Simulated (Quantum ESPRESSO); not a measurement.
# In2O3 (R-3c) in Quantum ESPRESSO: reference runs

How does In2O3 come out in PBE? The cell is run as given.

Everything below comes from runs of Quantum ESPRESSO 7.5. Logs are shortened: lines on timing, memory, paths and dates and some standing lists are left out, and cuts for length are marked.

**The experiment to reproduce.**

From “Fabrication and performance enhancement of an In2O3/BiVO4 heterojunction for N-butanol gas sensing applications”, 2024, pmc:11650617, for a powder of In2O3: band gap 3.08 eV (optical).

The runs below are set against these values where they give the same quantity.

## (1) Starting point

It takes space group R-3c (No. 167, trigonal). The conventional cell has a = 5.487 Å, b = 5.487 Å, c = 14.510 Å, α = 90.00°, β = 90.00°, γ = 120.00°. In (site symmetry 3) is surrounded by 6 O at 2.12 to 2.26 Å. O (site symmetry 2) is surrounded by 4 In at 2.12 to 2.26 Å.

## (2) Single point, PBE

pw.in reads:

```
&CONTROL
  calculation = 'scf'
  prefix = 'pwscf'
  outdir = './tmp'
  pseudo_dir = './pseudo'
  tprnfor = .true.
  tstress = .true.
  disk_io = 'nowf'
/
&SYSTEM
  ibrav = 0
  nat = 10
  ntyp = 2
  ecutwfc = 55
  ecutrho = 440
  nbnd = 57
  occupations = 'smearing'
  smearing = 'fd'
  degauss = 0.00367493
/
&ELECTRONS
  conv_thr = 2d-09
  electron_maxstep = 120
  mixing_beta = 0.5
/
ATOMIC_SPECIES
In   114.8180 In.pbe-dn-rrkjus_psl.0.2.2.UPF
O     15.9990 O.pbe-n-kjpaw_psl.0.1.UPF
CELL_PARAMETERS angstrom
   2.7435000000    1.5839604635    4.8366666667
  -2.7435000000    1.5839604635    4.8366666667
   0.0000000000   -3.1679209270    4.8366666667
ATOMIC_POSITIONS crystal
In     0.8573100000    0.8573100000    0.8573100000
In     0.6426900000    0.6426900000    0.6426900000
In     0.1426900000    0.1426900000    0.1426900000
In     0.3573100000    0.3573100000    0.3573100000
O      0.0480000000    0.7500000000    0.4520000000
O      0.7500000000    0.4520000000    0.0480000000
O      0.4520000000    0.0480000000    0.7500000000
O      0.9520000000    0.2500000000    0.5480000000
O      0.2500000000    0.5480000000    0.9520000000
O      0.5480000000    0.9520000000    0.2500000000
K_POINTS automatic
6 6 6 0 0 0
```

Potentials or basis: SSSP 1.3 efficiency PBE.

Started as:

```
$ OMP_NUM_THREADS=1 mpirun -n 2 pw.x -nk 2 -in pw.in > pw.out
```

pw.out:

```text
This program is part of the open-source Quantum ESPRESSO suite
     for quantum simulation of materials; please cite
         "P. Giannozzi et al., J. Phys.:Condens. Matter 21 395502 (2009);
         "P. Giannozzi et al., J. Phys.:Condens. Matter 29 465901 (2017);
         "P. Giannozzi et al., J. Chem. Phys. 152 154105 (2020);
     in publications or presentations arising from this work. More details at

     file In.pbe-dn-rrkjus_psl.0.2.2.UPF: wavefunction(s)  5S renormalized
     file O.pbe-n-kjpaw_psl.0.1.UPF: wavefunction(s)  2P renormalized
     Message from routine setup:
     using ibrav=0 with symmetry is DISCOURAGED, use correct ibrav instead
[... 6 lines left out ...]
     --------------------
     sticks:   dense  smooth     PW     G-vecs:    dense   smooth      PW
     Sum        3503    1749    509               132715    46999    7409

     Using Slab Decomposition

     bravais-lattice index     =            0
     lattice parameter (alat)  =      10.9260  a.u.
     unit-cell volume          =     851.0269 (a.u.)^3
     number of atoms/cell      =           10
     number of atomic types    =            2
     number of electrons       =        88.00
     number of Kohn-Sham states=           57
     kinetic-energy cutoff     =      55.0000  Ry
     charge density cutoff     =     440.0000  Ry
     scf convergence threshold =      2.0E-09
     mixing beta               =       0.5000
     number of iterations used =            8  plain     mixing
     Exchange-correlation= SLA  PW   PBX  PBC
                           (   1   4   3   4   0   0   0)

     celldm(1)=  10.925995  celldm(2)=   0.000000  celldm(3)=   0.000000
     celldm(4)=   0.000000  celldm(5)=   0.000000  celldm(6)=   0.000000

     crystal axes: (cart. coord. in units of alat)
               a(1) = (   0.474507   0.273957   0.836535 )
               a(2) = (  -0.474507   0.273957   0.836535 )
               a(3) = (   0.000000  -0.547914   0.836535 )

     reciprocal axes: (cart. coord. in units 2 pi/alat)
               b(1) = (  1.053725  0.608368  0.398469 )
               b(2) = ( -1.053725  0.608368  0.398469 )
               b(3) = (  0.000000 -1.216737  0.398469 )

     PseudoPot. # 1 for In read from file:
     In.pbe-dn-rrkjus_psl.0.2.2.UPF
     Pseudo is Ultrasoft + core correction, Zval = 13.0
     Generated using "atomic" code by A. Dal Corso  v.5.0.99 svn rev. 10869
     Using radial grid of 1241 points,  6 beta functions with:
                l(1) =   0
                l(2) =   0
                l(3) =   1
                l(4) =   1
                l(5) =   2
                l(6) =   2
     Q(r) pseudized with 0 coefficients

     PseudoPot. # 2 for O  read from file:
     O.pbe-n-kjpaw_psl.0.1.UPF
     Pseudo is Projector augmented-wave + core cor, Zval =  6.0
     Generated using "atomic" code by A. Dal Corso  v.5.0.99 svn rev. 10869
     Shape of augmentation charge: BESSEL
     Using radial grid of 1095 points,  4 beta functions with:
                l(1) =   0
                l(2) =   0
                l(3) =   1
                l(4) =   1
     Q(r) pseudized with 0 coefficients

     atomic species   valence    mass     pseudopotential
     In               13.00   114.81800     In( 1.00)
     O                 6.00    15.99900     O ( 1.00)

     12 Sym. Ops., with inversion, found ( 6 have fractional translation)

   Cartesian axes

     site n.     atom                  positions (alat units)
         1        In     tau(   1) = (   0.0000000  -0.0000000   2.1515090  )
         2        In     tau(   2) = (  -0.0000000   0.0000000   1.6128977  )
         3        In     tau(   3) = (  -0.0000000  -0.0000000   0.3580955  )
         4        In     tau(   4) = (  -0.0000000  -0.0000000   0.8967068  )
         5        O      tau(   5) = (  -0.3331041  -0.0290394   1.0456685  )
         6        O      tau(   6) = (   0.1414032   0.3029963   1.0456685  )
         7        O      tau(   7) = (   0.1917009  -0.2739569   1.0456685  )
         8        O      tau(   8) = (   0.3331041   0.0290394   1.4639359  )
         9        O      tau(   9) = (  -0.1414032  -0.3029963   1.4639359  )
        10        O      tau(  10) = (  -0.1917009   0.2739569   1.4639359  )

     number of k points=    32  Fermi-Dirac smearing, width (Ry)=  0.0037
                       cart. coord. in units 2pi/alat
        k(    1) = (   0.0000000   0.0000000   0.0000000), wk =   0.0092593
        k(    2) = (   0.0000000  -0.2027894   0.0664115), wk =   0.0555556
        k(    3) = (   0.0000000  -0.4055788   0.1328231), wk =   0.0555556
        k(    4) = (  -0.0000000   0.6083683  -0.1992346), wk =   0.0277778
        k(    5) = (  -0.1756208  -0.1013947   0.1328231), wk =   0.0555556
        k(    6) = (  -0.1756208  -0.3041841   0.1992346), wk =   0.1111111
[... 24 lines left out ...]
        k(   31) = (   0.8781039   0.3041841  -0.1992346), wk =   0.0555556
        k(   32) = (  -0.0000000   0.0000000  -0.5977037), wk =   0.0092593

     Dense  grid:   132715 G-vectors     FFT dimensions: (  80,  80,  80)

     Smooth grid:    46999 G-vectors     FFT dimensions: (  54,  54,  54)

     Initial potential from superposition of free atoms

     starting charge      87.9851, renormalised to      88.0000
     Starting wfcs are   60 randomized atomic wfcs
     Checking if some PAW data can be deallocated...

     Self-consistent Calculation

     iteration #  1     ecut=    55.00 Ry     beta= 0.50
     Davidson diagonalization with overlap
     ethr =  1.00E-02,  avg # of iterations =  3.9

     total energy              =    -828.45758228 Ry
     estimated scf accuracy    <       2.76532775 Ry

     iteration #  2     ecut=    55.00 Ry     beta= 0.50
     Davidson diagonalization with overlap
     ethr =  3.14E-03,  avg # of iterations =  3.0

     total energy              =    -829.43496800 Ry
     estimated scf accuracy    <       0.82631496 Ry

     iteration #  3     ecut=    55.00 Ry     beta= 0.50
     Davidson diagonalization with overlap
     ethr =  9.39E-04,  avg # of iterations =  2.0
[... 36 lines left out ...]
     total energy              =    -829.61065960 Ry
     estimated scf accuracy    <       0.00000026 Ry

     iteration #  9     ecut=    55.00 Ry     beta= 0.50
     Davidson diagonalization with overlap
     ethr =  2.84E-10,  avg # of iterations =  2.0

     total energy              =    -829.61065967 Ry
     estimated scf accuracy    <       0.00000001 Ry

     iteration # 10     ecut=    55.00 Ry     beta= 0.50
     Davidson diagonalization with overlap
     ethr =  1.65E-11,  avg # of iterations =  2.4

     End of self-consistent calculation

          k = 0.0000 0.0000 0.0000 (  5901 PWs)   bands (ev):

    -8.7959  -7.9211  -7.9211  -7.6986  -7.6986  -7.5970  -3.5440  -3.5440
    -3.3863  -3.3863  -3.3750  -3.2491  -3.2305  -3.2305  -3.1811  -3.1811
    -3.1285  -3.1285  -3.0135  -3.0113  -3.0113  -2.9963  -2.7089  -2.7089
    -1.9890  -1.9890   3.1836   3.5679   4.7958   4.7958   5.5430   5.8224
     6.2039   6.2039   6.3452   8.0877   8.0877   8.3944   8.4745   8.4745
     8.5874   8.5874   8.7986   8.7986  10.1429  14.4730  15.1441  16.2190
    18.0608  18.0918  18.0918  18.4158  18.8211  18.8211  19.3499  19.7349
    19.7349

          k = 0.0000-0.2028 0.0664 (  5864 PWs)   bands (ev):

    -8.7191  -7.9114  -7.9054  -7.7642  -7.7154  -7.6280  -3.5239  -3.5139
    -3.4051  -3.3914  -3.3574  -3.2723  -3.2189  -3.2104  -3.1994  -3.1829
    -3.1402  -3.1276  -3.0345  -3.0090  -3.0059  -2.9280  -2.7370  -2.6925
    -2.1076  -2.0271   3.3029   3.5505   4.4714   5.1772   5.3401   6.0157
     6.3051   6.6092   6.7969   7.3212   7.9614   8.0127   8.3583   8.3646
     8.5775   8.6478   8.6518   8.7940  11.0247  14.7802  15.0008  15.9343
    17.0461  17.6705  18.4453  18.5333  19.2853  19.4006  19.4618  19.7634
    19.7828
[... 223 lines left out ...]
    -8.3559  -8.0989  -7.9207  -7.8213  -7.7900  -7.6372  -3.5068  -3.4276
    -3.4224  -3.3605  -3.3557  -3.3392  -3.3371  -3.3090  -3.2380  -3.1060
    -3.0858  -3.0848  -3.0584  -3.0463  -2.9650  -2.9166  -2.8767  -2.8216
    -2.2859  -1.9293   3.7873   4.4261   4.5802   5.2469   5.6873   5.7428
     6.2689   6.4760   6.8306   6.9040   7.5909   7.8686   7.9454   7.9916
     8.3723   8.3887   8.6598   8.6902  13.6473  14.7797  15.0004  15.7341
    16.5114  16.8545  17.3433  18.4756  19.3836  19.7948  20.2937  20.4004
    20.6875

          k = 0.7025 0.2028-0.2656 (  5872 PWs)   bands (ev):

    -8.2843  -8.1423  -7.9327  -7.8598  -7.7456  -7.6477  -3.4934  -3.4599
    -3.4090  -3.3858  -3.3551  -3.3435  -3.3327  -3.3107  -3.1734  -3.1320
    -3.1115  -3.0943  -3.0464  -2.9879  -2.9805  -2.9342  -2.8736  -2.8498
    -2.2683  -2.0004   3.9720   4.3509   4.7093   4.8562   5.6551   5.8663
     6.2545   6.4158   6.8924   7.1695   7.4014   7.7334   7.9277   8.1715
     8.3947   8.5220   8.6648   8.7422  14.2529  14.5266  14.8735  15.1039
    16.4102  16.7369  17.7270  18.4713  19.3812  19.5047  20.1352  20.1586
    20.8899

          k = 0.7025-0.0000-0.1992 (  5866 PWs)   bands (ev):

    -8.2136  -8.2136  -7.8914  -7.8914  -7.7088  -7.7088  -3.4841  -3.4841
    -3.3801  -3.3801  -3.3511  -3.3511  -3.3024  -3.3024  -3.1686  -3.1686
    -3.1335  -3.1335  -2.9849  -2.9849  -2.9642  -2.9642  -2.7434  -2.7434
    -2.2482  -2.2482   4.1464   4.1464   4.5345   4.5345   5.9616   5.9616
     6.2281   6.2281   7.1763   7.1763   7.6069   7.6069   8.0542   8.0542
     8.5774   8.5774   8.7090   8.7090  14.1662  14.1662  14.8239  14.8239
    16.6992  16.6992  18.2810  18.2810  19.3417  19.3417  19.7160  19.7160
    21.3718

          k = 0.5269 0.3042-0.1992 (  5865 PWs)   bands (ev):

    -8.3478  -8.1010  -7.9466  -7.7924  -7.7888  -7.6360  -3.5004  -3.4340
    -3.4300  -3.3853  -3.3758  -3.3233  -3.3001  -3.2720  -3.2326  -3.1350
    -3.1065  -3.0893  -3.0819  -2.9967  -2.9735  -2.9252  -2.8732  -2.7547
    -2.3787  -1.9460   3.7039   4.3483   4.6340   5.1444   5.5643   6.0032
     6.0916   6.7378   6.8433   7.0323   7.5564   7.6263   7.9225   8.1916
     8.4287   8.5239   8.6142   8.7628  13.8554  14.5331  14.9243  15.4029
    16.0531  17.1472  17.8627  18.6512  19.0762  19.3741  19.9709  20.2088
    20.7229
[... 47 lines left out ...]
    -8.2168  -8.2168  -7.8923  -7.8923  -7.7162  -7.7162  -3.4668  -3.4668
    -3.4062  -3.4062  -3.3471  -3.3471  -3.2788  -3.2788  -3.1942  -3.1942
    -3.0899  -3.0899  -3.0273  -3.0273  -2.9030  -2.9030  -2.8894  -2.8894
    -2.1100  -2.1100   4.0472   4.0472   4.8798   4.8798   5.7611   5.7611
     6.3917   6.3917   6.9980   6.9980   7.5675   7.5675   8.0630   8.0630
     8.3308   8.3308   8.6351   8.6351  14.0484  14.0484  15.4417  15.4417
    16.7662  16.7662  17.9874  17.9874  19.5917  19.5917  20.5087  20.5089
    20.8394

          k =-0.0000 0.0000-0.5977 (  5866 PWs)   bands (ev):

    -8.2349  -8.2349  -7.8128  -7.8128  -7.8128  -7.8128  -3.4289  -3.4289
    -3.4252  -3.4252  -3.4252  -3.4252  -3.2485  -3.2485  -3.2485  -3.2485
    -3.0271  -3.0271  -3.0271  -3.0271  -2.9052  -2.9052  -2.4362  -2.4362
    -2.4362  -2.4362   3.8327   3.8327   5.2531   5.2531   5.9213   5.9213
     5.9213   5.9213   6.8354   6.8354   7.7595   7.7595   7.7595   7.7595
     8.6582   8.6582   8.6582   8.6582  13.2847  13.2847  16.0682  16.0682
    17.1935  17.1935  18.6746  18.6746  18.6746  18.6746  20.6880  20.8490
    20.8503

     the Fermi energy is     9.5974 ev

!    total energy              =    -829.61065968 Ry
     estimated scf accuracy    <          1.4E-10 Ry
     smearing contrib. (-TS)   =      -0.00000002 Ry
     internal energy E=F+TS    =    -829.61065966 Ry

     The total energy is F=E-TS. E is the sum of the following terms:
     one-electron contribution =    -188.92515764 Ry
     hartree contribution      =     175.16952907 Ry
     xc contribution           =    -236.09098666 Ry
     ewald contribution        =    -522.65689842 Ry
     one-center paw contrib.   =     -57.10714600 Ry

     convergence has been achieved in  10 iterations

     Forces acting on atoms (cartesian axes, Ry/au):

     atom    1 type  1   force =     0.00000000   -0.00000000    0.00035323
     atom    2 type  1   force =    -0.00000000    0.00000000   -0.00035323
     atom    3 type  1   force =    -0.00000000   -0.00000000   -0.00035323
     atom    4 type  1   force =     0.00000000    0.00000000    0.00035323
     atom    5 type  2   force =    -0.00276247   -0.00478474   -0.00000000
     atom    6 type  2   force =    -0.00276247    0.00478474    0.00000000
     atom    7 type  2   force =     0.00552494    0.00000000   -0.00000000
     atom    8 type  2   force =     0.00276247    0.00478474    0.00000000
     atom    9 type  2   force =     0.00276247   -0.00478474   -0.00000000
     atom   10 type  2   force =    -0.00552494   -0.00000000   -0.00000000

     Total force =     0.013552     Total SCF correction =     0.000044

     Computing stress (Cartesian axis) and pressure

          total   stress  (Ry/bohr**3)                   (kbar)     P=       87.37
   0.00062897   0.00000000   0.00000000           92.53        0.00        0.00
  -0.00000000   0.00062897  -0.00000000           -0.00       92.53       -0.00
   0.00000000  -0.00000000   0.00052387            0.00       -0.00       77.06

=------------------------------------------------------------------------------=
   JOB DONE.
=------------------------------------------------------------------------------=
```

Wall time 68 s (2 MPI ranks of AMD EPYC 9R45 (Zen 5), shared host); peak memory 0.82 GiB.

What came out:

```
Free energy            : -11287.4280 eV
Pressure               : 8.7 GPa
Largest force          : 0.142 eV/Å
Band gap on the k mesh : 1.29 eV, indirect (least direct gap 1.34 eV)
```

Forces on the atoms (eV/Å):
```
In   0.000  0.000  0.009
In   0.000  0.000 -0.009
In   0.000  0.000 -0.009
In   0.000  0.000  0.009
O   -0.071 -0.123  0.000
O   -0.071  0.123  0.000
O    0.142  0.000  0.000
O    0.071  0.123  0.000
O    0.071 -0.123  0.000
O   -0.142  0.000  0.000
```

Stress tensor (GPa, compression positive):
```
9.25 0.00 0.00
0.00 9.25 0.00
0.00 0.00 7.71
```

Levels at points of the mesh, in eV from the valence-band top:
| k point | band 41 | band 42 | band 43 | band 44 | band 45 | band 46 | band 47 | band 48 |
| --- | --- | --- | --- | --- | --- | --- | --- | --- |
| (0.00, 0.00, 0.00) | -0.26 | -0.26 | -0.05 | -0.05 | 1.29 | 5.62 | 6.30 | 7.37 |
| (0.00, 0.00, -0.50) | -0.75 | -0.75 | -0.06 | -0.06 | 4.99 | 4.99 | 5.93 | 5.93 |
| (0.00, -0.50, -0.50) | -0.55 | -0.34 | -0.08 | -0.04 | 5.22 | 5.55 | 6.51 | 6.63 |
| (-0.50, -0.50, -0.50) | -0.19 | -0.19 | -0.19 | -0.19 | 4.44 | 4.44 | 7.22 | 7.22 |

Caveat: spin-orbit coupling is left out, which moves the levels of the heavy elements.

## (3) How close it comes

Step 2. Against the measured gap of In2O3, 3.08 eV (optical; powder; “Fabrication and performance enhancement of an In2O3/BiVO4 heterojunction for N-butanol gas sensing applications”, 2024, pmc:11650617), the calculated 1.29 eV is off by -1.79 eV. So large a miss can be the level of theory's own, or it may mean another phase, state or a wrong row. Spin-orbit coupling on In is left out. The value is that of PBE on a finite k mesh, which can miss the band edges, without temperature or zero-point motion. Semilocal functionals fall short of measured gaps as a rule.
